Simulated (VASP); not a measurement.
# Cd (P-1) in VASP: density of states with PBE

Aim: the density of states of Cd with PBE.

All numbers are computed with VASP 6.6.1; they aren't measurements. Logs are shortened: lines on timing, memory, paths and dates and some standing lists are left out, and cuts for length are marked.

## 1. The structure

The typed cell holds 2 atoms: a = 3.048 Å, b = 2.915 Å, c = 5.661 Å, α = 89.73°, β = 91.34°, γ = 60.02°.

The cell was built by a generator and needn't be a form met in nature.

## 2. Density of states, PBE

The input, POSCAR:

```
Cd
1.0
    3.0479510000     -0.0397930000     -0.0351000000
    1.4895090000      2.5052210000      0.0073550000
   -0.0661930000      0.0542310000      5.6604090000
Cd
2
Direct
    0.6789400000      0.6804190000      0.2252520000
    0.3526390000      0.3158270000      0.7517510000
```

The input, INCAR.step1:

```
PREC = Accurate
ENCUT = 520
EDIFF = 1E-7
ISMEAR = -1
SIGMA = 0.1
LREAL = F
LASPH = T
NELM = 100
ALGO = Normal
ISIF = 2
LWAVE = F
LCHARG = T
GGA = PE
NBANDS = 19
```

The input, KPOINTS.step1:

```
Automatic mesh
0
Gamma
  7 7 3
  0.5 0.5 0
```

The input, INCAR.step2:

```
PREC = Accurate
ENCUT = 520
EDIFF = 1E-7
ISMEAR = -5
SIGMA = 0.1
LREAL = F
LASPH = T
NELM = 100
ALGO = Normal
ISIF = 2
LWAVE = F
LCHARG = F
GGA = PE
LORBIT = 11
NEDOS = 2001
ICHARG = 11
```

The input, KPOINTS.step2:

```
regular mesh
0
Gamma
  11 11 5
```

Potentials or basis: VASP PAW PBE potentials, release 64 (Cd).

Started as:

```sh
$ cat potpaw_PBE.64/Cd/POTCAR > POTCAR
$ cp INCAR.step1 INCAR
$ cp KPOINTS.step1 KPOINTS
$ mpirun -np 1 vasp_std > vasp.out
$ cp INCAR.step2 INCAR
$ cp KPOINTS.step2 KPOINTS
$ mpirun -np 1 vasp_std > vasp.out
```

OUTCAR:

```text
PREC = Accurate
   ENCUT = 520
   EDIFF = 1E-7
   ISMEAR = -5
   LREAL = F
   LASPH = T
   NELM = 100
   ISIF = 2
   GGA = PE
   LORBIT = 11
   ICHARG = 11

 ion  position               nearest neighbor table
   1  0.679  0.680  0.225-   2 3.10   2 3.20   2 3.26   2 3.41   2 3.43   2 3.49
   2  0.353  0.316  0.752-   1 3.10   1 3.20   1 3.26   1 3.41   1 3.43   1 3.49

  LATTYP: Found a triclinic cell.
 ALAT       =     2.9845669962
 B/A-ratio  =     0.9765530608
 C/A-ratio  =     1.8967762455
 COS(alpha) =     0.0047817924
 COS(beta)  =     0.0284975711
 COS(gamma) =     0.4661366158

  Lattice vectors:

 A1 = (   1.5584420000,  -2.5450140000,  -0.0424550000)
 A2 = (  -1.4895090000,  -2.5052210000,  -0.0073550000)
 A3 = (   0.0661930000,  -0.0542310000,  -5.6604090000)

Analysis of symmetry for initial positions (statically):
=====================================================================
 Subroutine PRICEL returns:
 Original cell was already a primitive cell.

 Routine SETGRP: Setting up the symmetry group for a
 triclinic supercell.

 Subroutine GETGRP returns: Found  2 space group operations
 (whereof  1 operations were pure point group operations)
 out of a pool of  2 trial point group operations.

The static configuration has the point symmetry C_1 .
 The point group associated with its full space group is S_2 .

Analysis of symmetry for dynamics (positions and initial velocities):
=====================================================================
 Subroutine PRICEL returns:
 Original cell was already a primitive cell.

 Routine SETGRP: Setting up the symmetry group for a
 triclinic supercell.

 Subroutine GETGRP returns: Found  2 space group operations
 (whereof  1 operations were pure point group operations)
 out of a pool of  2 trial point group operations.

The dynamic configuration has the point symmetry C_1 .
 The point group associated with its full space group is S_2 .

 Subroutine INISYM returns: Found  2 space group operations
 (whereof  1 operations are pure point group operations),
 and found     1 'primitive' translations

----------------------------------------------------------------------------------------

                                     Primitive cell

  volume of cell :      43.5474

  direct lattice vectors                    reciprocal lattice vectors
     3.047951000 -0.039793000 -0.035100000     0.325626618 -0.193621812  0.005662931
     1.489509000  2.505221000  0.007355000     0.005128697  0.396128019 -0.003735231
    -0.066193000  0.054231000  5.660409000     0.002012535 -0.001715361  0.176705648

  length of vectors
     3.048412831  2.914588035  5.661055782     0.378885430  0.396178827  0.176725434

  position of ions in fractional coordinates (direct lattice)
     0.678940000  0.680419000  0.225252000
     0.352639000  0.315827000  0.751751000

  ion indices of the primitive-cell ions
   primitive index   ion index
                 1           1
                 2           2

----------------------------------------------------------------------------------------

 KPOINTS: regular mesh

Automatic generation of k-mesh.
 Grid dimensions read from file:
 generate k-points for:   11   11    5

 Generating k-lattice:

  Cartesian coordinates                     Fractional coordinates (reciprocal lattice)
     0.029602420 -0.017601983  0.000514812     0.090909091  0.000000000 -0.000000000
     0.000466245  0.036011638 -0.000339566     0.000000000  0.090909091 -0.000000000
     0.000402507 -0.000343072  0.035341130     0.000000000 -0.000000000  0.200000000

  Length of vectors
     0.034444130  0.036016257  0.035345087

  Shift w.r.t. Gamma in fractional coordinates (k-lattice)
     0.000000000  0.000000000  0.000000000

 TETIRR: Found   1812 inequivalent tetrahedra from     3630

 Subroutine IBZKPT returns following result:
 ===========================================

 Found    303 irreducible k-points:

 Following reciprocal coordinates:
            Coordinates               Weight
  0.000000  0.000000  0.000000      1.000000
  0.090909  0.000000 -0.000000      2.000000
  0.181818 -0.000000 -0.000000      2.000000
  0.272727 -0.000000 -0.000000      2.000000
  0.363636 -0.000000 -0.000000      2.000000
  0.454545  0.000000 -0.000000      2.000000
[... 16 lines left out ...]
  0.454545  0.181818 -0.000000      2.000000
 -0.454545  0.181818  0.000000      2.000000
 [... further k-points ...]
   k-points           NKPTS =    303   k-points in BZ     NKDIM =    303   number of bands    NBANDS=     16
   number of dos      NEDOS =   2001   number of ions     NIONS =      2
   total plane-waves  NPLWV =  24192
   dimension x,y,z NGX =    24 NGY =   24 NGZ =   42
   dimension x,y,z NGXF=    48 NGYF=   48 NGZF=   84
   ions per type =               2
   NGX,Y,Z   is equivalent  to a cutoff of  13.09, 13.69, 12.33 a.u.
   NGXF,Y,Z  is equivalent  to a cutoff of  26.18, 27.38, 24.67 a.u.
 SYSTEM =  unknown system
   PREC   = accura    normal or accurate (medium, high low for compatibility)
   ISTART =      0    job   : 0-new  1-cont  2-samecut
   ICHARG =     11    charge: 1-file 2-atom 10-const
   ISPIN  =      1    spin polarized calculation?
   LNONCOLLINEAR =      F non collinear calculations
   LSORBIT =      F    spin-orbit coupling
   LASPH  =      T    aspherical Exc in radial PAW
   ENCUT  =  520.0 eV  38.22 Ry    6.18 a.u.   5.67  5.42 10.53*2*pi/ulx,y,z
   NELM   =    100;   NELMIN=  2; NELMDL=  0     # of ELM steps
   EDIFF  = 0.1E-06   stopping-criterion for ELM
   LREAL  =      F    real-space projection
   EDIFFG = 0.1E-05   stopping-criterion for IOM
   NSW    =      0    number of steps for IOM
   IBRION =     -1    ionic relax: 0-MD 1-quasi-New 2-CG
   NFREE  =      0    steps in history (QN), initial steepest desc. (CG)
   ISIF   =      2    stress and relaxation
   ISYM   =      2    0-nonsym 1-usesym 2-fastsym
   POTIM  = 0.5000    time-step for ionic-motion
   TEBEG  =    0.0;   TEEND  =   0.0 temperature during run
   PSTRESS=    0.0 pullay stress
   NELECT =      24.0000    total number of electrons
   NUPDOWN=      -1.0000    fix difference up-down
   EMIN   =  10.00;   EMAX   =-10.00  energy-range for DOS
   EFERMI =   0.00;   METHOD = LEGACY
   ISMEAR =    -5;   SIGMA  =   0.10  broadening in eV -4-tet -1-fermi 0-gaus
   EFERMI_NEDOS =   21; number of points for ismear=-14 and -15
   IALGO  =     38    algorithm
   IMIX   =      4    mixing-type and parameters
     AMIX     =   0.40;   BMIX     =  1.00
     AMIX_MAG =   1.60;   BMIX_MAG =  1.00
  volume/ion in A,a.u.               =      21.77       146.94
  Fermi-wavevector in a.u.,A,eV,Ry     =   1.342223  2.536434 24.511746  1.801562
  Thomas-Fermi vector in A             =   2.470394
   LORBIT       =     11    0 simple, 1 ext, 2 COOP (PROOUT), +10 PAW based schemes
   GGA     = PE    functional components
   LHFCALC =     F    Hartree Fock is set to
   AEXX    =    0.0000 exact exchange contribution
   IVDW    =     0    specifies the selected vdW correction
   LEPSILON=     F    determine dielectric tensor
   LRPA    =     F    only Hartree local field effects (RPA)
 non-spin polarized calculation
 Fermi weights with tetrahedron method with Bloechl corrections
  energy-cutoff  :      520.00
  volume of cell :       43.55
 maximum number of plane-waves:      1193

 number of electron      23.9999996 magnetization

 Free energy of the ion-electron system (eV)
  ---------------------------------------------------
  ext. energy  EPLUGINS =         0.00000000
  ---------------------------------------------------
  free energy    TOTEN  =        -1.42792683 eV

  energy without entropy =       -1.42792683  energy(sigma->0) =       -1.42792683

 E-fermi :   2.8659     XC(G=0): -10.9751

 val. band max:        3.2340989597   @ k =   0.0909   0.4545   0.0000
 cond. band min:       2.5305597638   @ k =  -0.0000   0.2727  -0.0000
 fundamental gap:     -0.7035391959
 Fermi energy:         2.8659090415

 k-point     1 :       0.0000    0.0000    0.0000
  band No.  band energies     occupation
      1      -6.9786      2.00000
      2      -6.7151      2.00000
      3      -6.4770      2.00000
      4      -6.4320      2.00000
      5      -6.1968      2.00000
      6      -6.1543      2.00000
[... 8 lines left out ...]
     15      16.7193      0.00000
     16      17.4614      0.00000

 k-point     2 :       0.0909    0.0000   -0.0000
  band No.  band energies     occupation
      1      -6.9177      2.00000
      2      -6.6679      2.00000
      3      -6.4865      2.00000
      4      -6.4186      2.00000
      5      -6.1377      2.00000
      6      -6.0991      2.00000
[... 8 lines left out ...]
     15      14.0806      0.00000
     16      16.8266      0.00000

 k-point     3 :       0.1818   -0.0000   -0.0000
  band No.  band energies     occupation
      1      -6.8708      2.00000
      2      -6.6459      2.00000
      3      -6.4730      2.00000
      4      -6.2872      2.00000
      5      -6.0948      2.00000
      6      -5.9675      2.00000
[... 8 lines left out ...]
     15      14.1216      0.00000
     16      15.1128      0.00000
[... 362 lines left out ...]
 k-point    23 :       0.4545    0.1818   -0.0000
  band No.  band energies     occupation
      1      -6.7423      2.00000
      2      -6.5791      2.00000
      3      -6.5451      2.00000
      4      -6.2550      2.00000
      5      -6.1833      2.00000
      6      -6.1072      2.00000
[... 8 lines left out ...]
     15       8.1467      0.00000
     16       9.6919      0.00000

 k-point    24 :      -0.4545    0.1818    0.0000
  band No.  band energies     occupation
      1      -6.8036      2.00000
      2      -6.6620      2.00000
      3      -6.5836      2.00000
      4      -6.2543      2.00000
      5      -6.1751      2.00000
      6      -6.0502      2.00000
[... 8 lines left out ...]
     15       7.0225      0.00000
     16       7.8771      0.00000

 [... further k-points ...]

------------------------ aborting loop because EDIFF is reached ----------------------------------------

  FORCE on cell =-STRESS in cart. coord.  units (eV):
  Direction    XX          YY          ZZ          XY          YZ          ZX
  --------------------------------------------------------------------------------------
  -------------------------------------------------------------------------------------
  Total        0.6112363      1.2631430      0.7577405      0.0018725     -0.0886021      0.0806993
  in kB       22.4883709     46.4730687     27.8784974      0.0688936     -3.2598128      2.9690565
  external PRESSURE =      32.2799790 kB  Pullay stress =       0.0000000 kB

 VOLUME and BASIS-vectors are now :
 -----------------------------------------------------------------------------
  energy-cutoff  :      520.00
  volume of cell :       43.55
      direct lattice vectors                 reciprocal lattice vectors
     3.047951000 -0.039793000 -0.035100000     0.325626618 -0.193621812  0.005662931
     1.489509000  2.505221000  0.007355000     0.005128697  0.396128019 -0.003735231
    -0.066193000  0.054231000  5.660409000     0.002012535 -0.001715361  0.176705648

 POSITION                                       TOTAL-FORCE (eV/Angst)
 -----------------------------------------------------------------------------------
      3.06796      1.68980      1.25619        -0.010110     -0.034878      0.318695
      1.49549      0.81795      4.24516         0.010110      0.034878     -0.318695
 -----------------------------------------------------------------------------------
    total drift:                                0.000028     -0.000010      0.000005

  FREE ENERGIE OF THE ION-ELECTRON SYSTEM (eV)
  ---------------------------------------------------
  free  energy   TOTEN  =        -1.4279268305 eV

  energy  without entropy=       -1.4279268305  energy(sigma->0) =       -1.42792683

 total charge

# of ion       s       p       d       tot
------------------------------------------
    1        0.530   0.310   9.484  10.325
    2        0.530   0.310   9.484  10.325
--------------------------------------------------
tot          1.061   0.620  18.968  20.649
```

Run time: 80 s. Hardware: 1 thread of Intel Xeon Platinum 8259CL at 2.50GHz (Skylake/Cascade Lake), shared host; peak memory 0.29 GiB.

What came out:

| Property | Result |
| --- | --- |
| Valence electrons inside the program's atomic spheres | Cd 10.32 |

States per cell in windows of 0.5 eV (zero at the Fermi level; states under -8 eV left out):
```tsv
from (eV)	total	Cd1_p	Cd2_p	Cd1_s	Cd2_s	Cd1_d	Cd2_d
-8.0	0.12	0.00	0.00	0.02	0.02	0.01	0.01
-7.5	0.14	0.00	0.00	0.02	0.02	0.01	0.01
-7.0	0.13	0.00	0.00	0.02	0.02	0.01	0.01
-6.5	0.16	0.01	0.01	0.03	0.03	0.01	0.01
-6.0	0.20	0.01	0.01	0.03	0.03	0.01	0.01
-5.5	0.21	0.01	0.01	0.03	0.03	0.01	0.01
-5.0	0.22	0.01	0.01	0.03	0.03	0.01	0.01
-4.5	0.24	0.01	0.01	0.03	0.03	0.01	0.01
-4.0	0.26	0.02	0.02	0.03	0.03	0.01	0.01
-3.5	0.29	0.02	0.02	0.04	0.04	0.01	0.01
-3.0	0.31	0.02	0.02	0.04	0.04	0.01	0.01
-2.5	0.33	0.03	0.03	0.04	0.04	0.01	0.01
-2.0	0.35	0.03	0.03	0.03	0.03	0.01	0.01
-1.5	0.34	0.04	0.04	0.03	0.03	0.01	0.01
-1.0	0.32	0.04	0.04	0.03	0.03	0.01	0.01
-0.5	0.28	0.03	0.03	0.02	0.02	0.01	0.01
0.0	0.25	0.03	0.03	0.02	0.02	0.01	0.01
0.5	0.26	0.02	0.02	0.03	0.03	0.01	0.01
1.0	0.37	0.03	0.03	0.04	0.04	0.02	0.02
1.5	0.54	0.05	0.05	0.06	0.06	0.02	0.02
2.0	0.45	0.05	0.05	0.04	0.04	0.02	0.02
2.5	0.51	0.06	0.06	0.04	0.04	0.02	0.02
3.0	0.44	0.05	0.05	0.03	0.03	0.02	0.02
3.5	0.37	0.04	0.04	0.03	0.03	0.02	0.02
4.0	0.36	0.04	0.04	0.03	0.03	0.01	0.01
4.5	0.37	0.05	0.05	0.03	0.03	0.02	0.02
5.0	0.43	0.05	0.05	0.03	0.03	0.02	0.02
5.5	0.53	0.07	0.07	0.03	0.03	0.02	0.02
6.0	0.51	0.07	0.07	0.03	0.03	0.02	0.02
6.5	0.39	0.05	0.05	0.02	0.02	0.02	0.02
7.0	0.34	0.05	0.05	0.01	0.01	0.02	0.02
7.5	0.37	0.05	0.05	0.01	0.01	0.02	0.02
```

Caveat: the k mesh is coarse (spacing up to 0.37 Å⁻¹), so the values aren't converged; tetrahedron occupations give inexact forces and stress in metals.
